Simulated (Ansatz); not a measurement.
The system is MnF2.

```
CELL_PARAMETERS angstrom
4.87380 0.00000 0.00000
0.00000 4.87380 0.00000
0.00000 0.00000 3.31070
ATOMIC_POSITIONS crystal
Mn 0.50000 0.50000 0.50000
Mn 0.00000 0.00000 0.00000
F 0.80530 0.19470 0.50000
F 0.69470 0.69470 0.00000
F 0.19470 0.80530 0.50000
F 0.30530 0.30530 0.00000
```

Alike in all runs: program Ansatz 0.2.0; functional PBE; potentials or basis Ansatz PAW; cutoff 420 eV (not typed: the program's choice for these potentials); k mesh 5 × 5 × 7; occupations fermi-dirac, width 0.05 eV.

**Question.** Only the start or the spin constraint differs. Which run ends lowest in energy?
A. collinear spin, ferromagnetic start of up to 5 μB; fixed moment 10
B. collinear spin, ferromagnetic start of up to 3 μB; fixed moment 6
C. collinear spin, ferromagnetic start of up to 2 μB; fixed moment 4
D. collinear spin, program default start; fixed moment 0
E. collinear spin, ferromagnetic start of up to 1 μB; fixed moment 2
F. collinear spin, ferromagnetic start of up to 4 μB; fixed moment 8

**Answer.** A.

```tsv
start	free energy over the lowest (meV/atom)	net moment (μB)	site or absolute moments (μB)	gap
collinear spin, ferromagnetic start of up to 8 μB; fixed moment 16	5157.0	16.00	Mn +4.32; F +0.92	-
collinear spin, ferromagnetic start of up to 4 μB; fixed moment 8	314.5	8.00	Mn +3.42; F +0.05	-
collinear spin, ferromagnetic start of up to 2 μB; fixed moment 4	715.3	4.00	Mn +1.73; F +0.00	-
collinear spin, program default start; fixed moment 0	966.3	0.00	-	-
collinear spin, ferromagnetic start of up to 1 μB; fixed moment 2	796.6	2.00	Mn +0.86; F -0.00	-
collinear spin, ferromagnetic start of up to 5 μB; fixed moment 10	0.0	10.00	Mn +4.19; F +0.10	-
collinear spin, ferromagnetic start of up to 3 μB; fixed moment 6	557.3	6.00	Mn +2.59; F +0.02	-
collinear spin, ferromagnetic start of up to 6 μB; fixed moment 12	1405.0	12.00	Mn +4.23; F +0.39	-
```

All polarised runs hold their moment fixed, so the table maps the energy against it. A still lower state may exist.

Caveats: the total moment is fixed, so each spin has its own Fermi level.
